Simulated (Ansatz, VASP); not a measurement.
# NaH in VASP and in Ansatz

Contents of INCAR:

```
SYSTEM = NaH
  PREC = Accurate
  ENCUT = 520
  EDIFF = 1E-6
  ISMEAR = 0
  SIGMA = 0.02
  LREAL = .FALSE.
  LASPH = .TRUE.
  NELM = 80
  ALGO = Normal
  ISIF = 2
  LWAVE = .FALSE.
  LCHARG = .FALSE.
  GGA = PE
  NBANDS = 11
```

The input KPOINTS:

```
Automatic mesh
0
G
  8 8 8
  0 0 0
```

Contents of POSCAR:

```
NaH
1.0
    0.0000000000      2.3916342027      2.3916342027
    2.3916342027      0.0000000000      2.3916342027
    2.3916342027      2.3916342027      0.0000000000
Na H
1 1
Direct
    0.0000000000      0.0000000000      0.0000000000
    0.5000000000      0.5000000000      0.5000000000
```

Input for Ansatz:

```yaml
crystal:
  lattice:
    - [0.0, 2.3916342027, 2.3916342027]
    - [2.3916342027, 0.0, 2.3916342027]
    - [2.3916342027, 2.3916342027, 0.0]
  atoms:
    - { symbol: Na, position: [0.0, 0.0, 0.0] }
    - { symbol: H, position: [0.5, 0.5, 0.5] }
basis:
  ecutwfc: 420
kpoints:
  mp_grid: { grid: [8, 8, 8] }
hamiltonian:
  xc: pbe
scf:
  occupations: { method: gaussian, width: 0.02 }
output:
  forces: true
  stress: true
  eigenvalues: true
```

Alike in both runs: task single point; functional PBE; k mesh 8 × 8 × 8; occupations gaussian, width 0.02 eV; no spin polarisation.

|  | VASP | Ansatz |
| --- | --- | --- |
| version | VASP 6.6.1 | Ansatz 0.2.0 |
| potentials or method | VASP PAW PBE potentials, release 64 (Na_pv, H) | scalar-relativistic, plane waves, PAW |
| plane-wave cutoff (eV) | 520 | 420 |
| valence electrons in the cell | 8 | 10 |

```tsv
	VASP	Ansatz	Ansatz less VASP
gap on the k mesh at the Fermi level (eV)	3.81	3.81	+0.002
least direct gap on the mesh (eV)	4.68	4.69	+0.005
pressure (GPa)	0.7	0.7	+0.03
```

The two sets of potentials don't hold the same shells in valence.

A k mesh can miss the band edges. As with any semilocal functional, this PBE gap is likely too small.
